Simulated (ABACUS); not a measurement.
# TePb (Fm-3m) in ABACUS: further runs

Aim: see how the results for TePb move with the level of theory and the settings. Levels: RPBE, rPW86PBE. Tasks: single point.

All numbers are computed with ABACUS 3.10.1; they aren't measurements. Logs are shortened: lines on timing, memory, paths and dates and some standing lists are left out, and cuts for length are marked.

**Measured values to compare with.**

A printed reference work, monograph reports, for a bulk crystal of TePb at 4.2 K: band gap 0.19 eV (direct).

How close the calculation comes is told below.

**1. The structure**

Symmetry: Fm-3m, No. 225, cubic system. The conventional cell has a = 6.462 Å, b = 6.462 Å, c = 6.462 Å, α = 90.00°, β = 90.00°, γ = 90.00°. Around Pb (site symmetry m-3m) lie 6 Te at 3.23 Å. Around Te (site symmetry m-3m) lie 6 Pb at 3.23 Å.

**2. Single point, RPBE**

Input file INPUT:

```
INPUT_PARAMETERS
suffix              TePb
calculation         scf
basis_type          pw
pseudo_dir          ./
symmetry            1
dft_functional      GGA_X_RPBE+GGA_C_PBE
ecutwfc             83
pseudo_rcut         10
nspin               1
nbands              25
ks_solver           dav
smearing_method     fd
smearing_sigma      0.00367493
scf_thr             1e-08
scf_nmax            100
mixing_type         broyden
mixing_beta         0.7
cal_force           1
cal_stress          1
out_chg             1
kpar                4
```

Input file STRU:

```
ATOMIC_SPECIES
Pb 207.2000 82_Pb_14_3.0_3.1_pbe_n_v1.0.upf
Te 127.6000 52_Te_16_2.3_2.3_pbe_n_v1.0.upf

LATTICE_CONSTANT
1.8897261246

LATTICE_VECTORS
0.0000000000 3.2310000000 3.2310000000
3.2310000000 0.0000000000 3.2310000000
3.2310000000 3.2310000000 0.0000000000

ATOMIC_POSITIONS
Direct

Pb
0.0
1
0.0000000000 0.0000000000 0.0000000000 1 1 1

Te
0.0
1
0.5000000000 0.5000000000 0.5000000000 1 1 1
```

Input file KPT:

```
K_POINTS
0
Gamma
6 6 6 0 0 0
```

Potentials or basis: SPMS ONCV 1.0 PBE, plane waves.

The run is started by

```console
$ OMP_NUM_THREADS=1 mpirun -np 4 abacus > log
```

running log:

```text
ABACUS v3.10.1

               Atomic-orbital Based Ab-initio Computation at UStc

 ------------------------------------------------------------------------------------

 READING GENERAL INFORMATION
                           global_out_dir = OUT.TePb/
                           global_in_card = INPUT
                               pseudo_dir = ./
                              orbital_dir =
                                    DSIZE = 4
                                    GSIZE = 1

 READING UNITCELL INFORMATION
                                    ntype = 2
                  lattice constant (Bohr) = 1.88973
              lattice constant (Angstrom) = 1

 READING ATOM TYPE 1
                               atom label = Pb
                      L=0, number of zeta = 1
                      L=1, number of zeta = 1
                      L=2, number of zeta = 1
             number of atom for this type = 1

 READING ATOM TYPE 2
                               atom label = Te
                      L=0, number of zeta = 1
                      L=1, number of zeta = 1
                      L=2, number of zeta = 1
             number of atom for this type = 1

                        TOTAL ATOM NUMBER = 2
DIRECT COORDINATES
    atom                   x                   y                   z     mag                  vx                  vy                  vz
taud_Pb1            0.0000000000        0.0000000000        0.0000000000  0.0000        0.0000000000        0.0000000000        0.0000000000
taud_Te1            0.5000000000        0.5000000000        0.5000000000  0.0000        0.0000000000        0.0000000000        0.0000000000

                          Volume (Bohr^3) = 455.237
                             Volume (A^3) = 67.4591

 Lattice vectors: (Cartesian coordinate: in unit of a_0)
                   +0              +3.231              +3.231
               +3.231                  +0              +3.231
               +3.231              +3.231                  +0
 Reciprocal vectors: (Cartesian coordinate: in unit of 2 pi/a_0)
            -0.154751           +0.154751           +0.154751
            +0.154751           -0.154751           +0.154751
            +0.154751           +0.154751           -0.154751
 The esolver type has been set to : ksdft_pw

                PAO radial cut off (Bohr) = 10

 Read in pseudopotential file is 82_Pb_14_3.0_3.1_pbe_n_v1.0.upf
                     pseudopotential type = NC
          exchange-correlation functional = PBE
                 nonlocal core correction = 1
                        valence electrons = 14
                                     lmax = 2
                           number of zeta = 3
                     number of projectors = 6
                           L of projector = 0
                           L of projector = 0
                           L of projector = 1
                           L of projector = 1
                           L of projector = 2
                           L of projector = 2
 XC functional updated to : GGA_X_RPBE+GGA_C_PBE
          exchange-correlation functional = GGA_X_RPBE+GGA_C_PBE
                PAO radial cut off (Bohr) = 10

 Read in pseudopotential file is 52_Te_16_2.3_2.3_pbe_n_v1.0.upf
                     pseudopotential type = NC
          exchange-correlation functional = PBE
                 nonlocal core correction = 1
                        valence electrons = 16
                                     lmax = 2
                           number of zeta = 3
                     number of projectors = 6
                           L of projector = 0
                           L of projector = 0
                           L of projector = 1
                           L of projector = 1
                           L of projector = 2
                           L of projector = 2
 XC functional updated to : GGA_X_RPBE+GGA_C_PBE
          exchange-correlation functional = GGA_X_RPBE+GGA_C_PBE
     initial pseudo atomic orbital number = 18

 SETUP THE ELECTRONS NUMBER
            electron number of element Pb = 14
      total electron number of element Pb = 14
            electron number of element Te = 16
      total electron number of element Te = 16
            AUTOSET number of electrons:  = 30
                           occupied bands = 15
                                   NBANDS = 25
                                   NLOCAL = 18

%%%%%%%%%%%%%%%%%%%%%%%%%%%%%%%%%%%%%%%%%%%%%%%%%%%%%%%%%%%%%%%%%%%%%%%%%%%%%%%%%%%%%%%%%%%%%%%%%%%%%%%%%%
 Warning: the number of valence electrons in pseudopotential > 4 for Pb: [Xe] 4f14 5d10 6s2 6p2
 Warning: the number of valence electrons in pseudopotential > 6 for Te: [Kr] 4d10 5s2 5p4
 Pseudopotentials with additional electrons can yield (more) accurate outcomes, but may be less efficient.
 If you're confident that your chosen pseudopotential is appropriate, you can safely ignore this warning.
%%%%%%%%%%%%%%%%%%%%%%%%%%%%%%%%%%%%%%%%%%%%%%%%%%%%%%%%%%%%%%%%%%%%%%%%%%%%%%%%%%%%%%%%%%%%%%%%%%%%%%%%%%

 SETUP THE PLANE WAVE BASIS
 energy cutoff for charge/potential (unit:Ry) = 332
            fft grid for charge/potential = [ 54, 54, 54 ]
                        fft grid division = [ 1, 1, 1 ]
        big fft grid for charge/potential = [ 54, 54, 54 ]
                                     nbxx = 157464
                                     nrxx = 157464

 SETUP PLANE WAVES FOR CHARGE/POTENTIAL
                    number of plane waves = 46367
                         number of sticks = 1711

 PARALLEL PW FOR CHARGE/POTENTIAL
     PROC   COLUMNS(POT)             PW
        1           1711          46367
 --------------- sum -------------------
        1           1711          46367
                            number of |g| = 421
                                  max |g| = 29.9827
                                  min |g| = 0

----------- Double Check Mixing Parameters Begin ------------
mixing_type: broyden
mixing_beta: 0.7
mixing_gg0: 1
mixing_gg0_min: 0.1
mixing_ndim: 8
----------- Double Check Mixing Parameters End ------------

 LATTICE VECTORS: (CARTESIAN COORDINATE: IN UNIT OF A0)
                   +0              +3.231              +3.231
               +3.231                  +0              +3.231
               +3.231              +3.231                  +0
                       right hand lattice = 1
                                   NORM_A = 4.56932
                                   NORM_B = 4.56932
                                   NORM_C = 4.56932
                           ALPHA (DEGREE) = 60
                           BETA  (DEGREE) = 60
                           GAMMA (DEGREE) = 60

 The lattice vectors have been changed (STRU_SIMPLE.cif)

(for optimal symmetric configuration:)
                             BRAVAIS TYPE = 3
                     BRAVAIS LATTICE NAME = 03. Cubic F (face-centered)
                                    ibrav = 3
                                    IBRAV = 3
                                  BRAVAIS = FACE CENTERED CUBIC
                       LATTICE CONSTANT A = 6.462
Original cell was already a primitive cell.
                        ROTATION MATRICES = 48
              PURE POINT GROUP OPERATIONS = 48
                   SPACE GROUP OPERATIONS = 48
                              POINT GROUP = O_h
               POINT GROUP IN SPACE GROUP = O_h

 SETUP K-POINTS
                                    nspin = 1
                   Input type of k points = Monkhorst-Pack(Gamma)
                                   nkstot = 216
                       right hand lattice = 1
(for reciprocal lattice: )
                             BRAVAIS TYPE = 2
                     BRAVAIS LATTICE NAME = 02. Cubic I (body-centered)
                                    ibrav = 2
                       right hand lattice = 1
(for k-lattice: )
                             BRAVAIS TYPE = 2
                     BRAVAIS LATTICE NAME = 02. Cubic I (body-centered)
                                    ibrav = 2
                       right hand lattice = 1
                        ROTATION MATRICES = 48
                               nkstot_ibz = 16
K-POINTS REDUCTION ACCORDING TO SYMMETRY
     IBZ    DIRECT_X    DIRECT_Y    DIRECT_Z  WEIGHT  ibz2bz
       1  0.00000000  0.00000000  0.00000000  0.0046       0
       2  0.16666667  0.16666667  0.16666667  0.0370       1
       3  0.33333333  0.33333333  0.33333333  0.0370       2
       4  0.50000000  0.50000000  0.50000000  0.0185       3
       5  0.16666667  0.16666667  0.00000000  0.0278       7
       6  0.33333333  0.33333333  0.16666667  0.1111       8
[... 8 lines left out ...]
      15  0.50000000  0.33333333 -0.33333333  0.1111      52
      16  0.50000000  0.33333333 -0.16666667  0.0556      58

                               nkstot now = 16
[... K-POINTS DIRECT COORDINATES: 16 rows ...]

           k-point number in this process = 4
       minimum distributed K point number = 4
[... stars of the k points ...]

[... K-POINTS CARTESIAN COORDINATES: 4 rows ...]

[... K-POINTS DIRECT COORDINATES: 4 rows ...]

 SETUP PLANE WAVES FOR WAVE FUNCTIONS
     energy cutoff for wavefunc (unit:Ry) = 83
              fft grid for wave functions = [ 54, 54, 54 ]
                    number of plane waves = 6735
                         number of sticks = 475

 PARALLEL PW FOR WAVE FUNCTIONS
     PROC   COLUMNS(POT)             PW
        1            475           6735
 --------------- sum -------------------
        1            475           6735

 SETUP NONLOCAL PSEUDOPOTENTIALS IN PLANE WAVE BASIS
 Pb non-local projectors:
 projector 1 L=0
 projector 2 L=0
 projector 3 L=1
 projector 4 L=1
 projector 5 L=2
 projector 6 L=2
 Te non-local projectors:
 projector 1 L=0
 projector 2 L=0
 projector 3 L=1
 projector 4 L=1
 projector 5 L=2
 projector 6 L=2
      TOTAL NUMBER OF NONLOCAL PROJECTORS = 36

 Init Non-Local PseudoPotential table :
 Init Non-Local-Pseudopotential done.

                                     npwx = 5846

 Make real space PAO into reciprocal space.
       max mesh points in Pseudopotential = 1001
     dq(describe PAO in reciprocal space) = 0.01
                                    max q = 1098

 number of pseudo atomic orbitals for Pb is 3
WARNING: norm of atomic wavefunction # 3 of atomic type Pb is 0.999464, renormalized

 number of pseudo atomic orbitals for Te is 3
WARNING: norm of atomic wavefunction # 3 of atomic type Te is 0.999974, renormalized

 -------------------------------------------
 SELF-CONSISTENT
 -------------------------------------------
                                 init_chg = atomic

 PW ALGORITHM --------------- ION=   1  ELEC=   1--------------------------------

 Notice: Threshold on eigenvalues was too large.
 hsover_error=0.3 > DRHO=0.0340558
 Origin diag ethr = 0.01
 New diag ethr = 0.000113519

 Density error is 0.0339141879985
                          Error Threshold = 0.0001135192488
----------------------------------------------------------
     Energy           Rydberg                 eV
----------------------------------------------------------
 E_KohnSham     -324.8079788732      -4419.2392685385
 E_Harris       -324.1154412811      -4409.8168112074
 E_Fermi        0.7577151490         10.3092434871
----------------------------------------------------------
[... 63 lines left out ...]
 Density error is 1.78963183895e-09
                          Error Threshold = 6.23801443687e-11
----------------------------------------------------------
     Energy           Rydberg                 eV
----------------------------------------------------------
 E_KohnSham     -324.8163680925      -4419.3534097227
 E_KS(sigma->0) -324.8163677449      -4419.3534049938
 E_Harris       -324.8160781115      -4419.3494643299
 E_band         -20.5169829452       -279.1478738234
 E_one_elec     -107.1777883326      -1458.2286203613
 E_Hartree      67.5468220165        919.0216612156
 E_xc           -75.4997100451       -1027.2262539611
 E_Ewald        -209.6856910361      -2852.9201871582
 E_entropy(-TS) -0.0000006951        -0.0000094578
 E_descf        0.0000000000         0.0000000000
 E_exx          0.0000000000         0.0000000000
 E_Fermi        0.7665771357         10.4298170014
----------------------------------------------------------

 charge density convergence is achieved
 final etot is -4419.3534097 eV
 EFERMI = 10.429817001 eV

 STATE ENERGY(eV) AND OCCUPATIONS    NSPIN == 1
 1/4 kpoint (Cartesian) = 0.0000 0.0000 0.0000 (5817 pws)
       1       -26.2694     0.00925926
       2       -26.2694     0.00925926
       3       -26.2650     0.00925926
       4       -26.2650     0.00925926
       5       -26.2650     0.00925926
       6       -6.82016     0.00925926
[... 98 lines left out ...]
      24        20.7007        0.00000
      25        25.1197        0.00000

------------------------------------------------------------------------------------------
 TOTAL-FORCE (eV/Angstrom)
------------------------------------------------------------------------------------------
                       Pb1         0.0000000000         0.0000000000         0.0000000000
                       Te1         0.0000000000         0.0000000000         0.0000000000
------------------------------------------------------------------------------------------

----------------------------------------------------------------
 TOTAL-STRESS (KBAR)
----------------------------------------------------------------
        39.5886609840        -0.0000000000         0.0000000000
        -0.0000000000        39.5886609840         0.0000000000
        -0.0000000000         0.0000000000        39.5886609840
----------------------------------------------------------------
 TOTAL-PRESSURE: 39.588661 KBAR

 --------------------------------------------
 !FINAL_ETOT_IS -4419.3534097227275197 eV
 --------------------------------------------
```

It took 13 s on 4 MPI ranks of AMD EPYC 7R43 (Zen 3), shared host; peak memory 0.52 GiB.

Results:

| Property | Result |
| --- | --- |
| Free energy | -4419.3534 eV |
| Pressure | 4.0 GPa |
| Band gap on the k mesh | 0.82 eV, direct |

Levels at points of the mesh, in eV from the valence-band top:
```tsv
k point	band 12	band 13	band 14	band 15	band 16	band 17	band 18	band 19
(0.00, 0.00, 0.00)	-5.56	-1.32	-1.32	-1.32	4.17	4.17	4.17	5.85
(0.50, 0.50, 0.50)	-8.55	-0.88	-0.88	0.00	0.82	1.34	1.34	8.53
(0.50, 0.50, 0.00)	-7.26	-4.46	-2.77	-2.77	3.36	5.55	5.55	6.78
```

Caveat: the potentials were made for another functional, which shifts forces and pressure; spin-orbit coupling is left out, which as a rule narrows the gap of such compounds by several tenths of an eV.

**3. Single point, rPW86PBE**

Changes to INPUT since step 2:

```diff
@@ -6,7 +6,7 @@
 symmetry            1
-dft_functional      GGA_X_RPBE+GGA_C_PBE
-ecutwfc             83
+dft_functional      GGA_X_RPW86+GGA_C_PBE
+ecutwfc             40
 pseudo_rcut         10
 nspin               1
-nbands              25
+nbands              20
 ks_solver           dav
@@ -20,3 +20,6 @@
 cal_stress          1
+ecutrho             320
 out_chg             1
+out_pot             2
+out_elf             0
 kpar                4
```

Changes to STRU since step 2:

```diff
@@ -1,4 +1,4 @@
 ATOMIC_SPECIES
-Pb 207.2000 82_Pb_14_3.0_3.1_pbe_n_v1.0.upf
-Te 127.6000 52_Te_16_2.3_2.3_pbe_n_v1.0.upf
+Pb 207.2000 pb_pbe_v1.uspp.F.UPF
+Te 127.6000 te_pbe_v1.uspp.F.UPF
```

KPT is that of step 2.

Potentials or basis: GBRV ultrasoft 1.5 PBE, plane waves.

The run is started by

```console
$ OMP_NUM_THREADS=1 mpirun -np 4 abacus > log
```

Wall time 20 s (4 MPI ranks of Intel Xeon 6975P-C (Granite Rapids), shared host); peak memory 0.88 GiB.

The run converged. Its results:

| Property | Result |
| --- | --- |
| Free energy | -2601.3311 eV |
| Pressure | 4.8 GPa |
| Band gap on the k mesh | 0.69 eV, direct |

Levels at points of the mesh, in eV from the valence-band top:
| k point | band 6 | band 7 | band 8 | band 9 | band 10 | band 11 | band 12 | band 13 | band 14 | band 15 |
| --- | --- | --- | --- | --- | --- | --- | --- | --- | --- | --- |
| (0.00, 0.00, 0.00) | -12.06 | -5.70 | -1.36 | -1.36 | -1.36 | 4.05 | 4.05 | 4.05 | 5.83 | 5.83 |
| (0.50, 0.50, 0.50) | -10.63 | -8.65 | -0.89 | -0.89 | 0.00 | 0.69 | 1.17 | 1.17 | 8.20 | 8.61 |
| (0.50, 0.50, 0.00) | -10.39 | -7.40 | -4.49 | -2.80 | -2.80 | 3.35 | 5.42 | 5.42 | 6.62 | 8.19 |

Caveat: the potentials were made for another functional, which shifts forces and pressure; spin-orbit coupling is left out, which as a rule narrows the gap of such compounds by several tenths of an eV.

**4. Against experiment**

Step 2. Against the measured gap of TePb, 0.19 eV (direct; 4.2 K; a printed reference work, monograph), the calculated 0.82 eV is off by +0.63 eV. Spin-orbit coupling on Pb, Te is left out. The value is that of RPBE on a finite k mesh, which can miss the band edges, without temperature or zero-point motion.

Step 3. Measured gap of TePb: 0.19 eV (direct; 4.2 K; a printed reference work, monograph). This calculation gives 0.69 eV (+0.50 eV). Spin-orbit coupling on Pb, Te is left out. The value is that of rPW86PBE on a finite k mesh, which can miss the band edges, without temperature or zero-point motion.
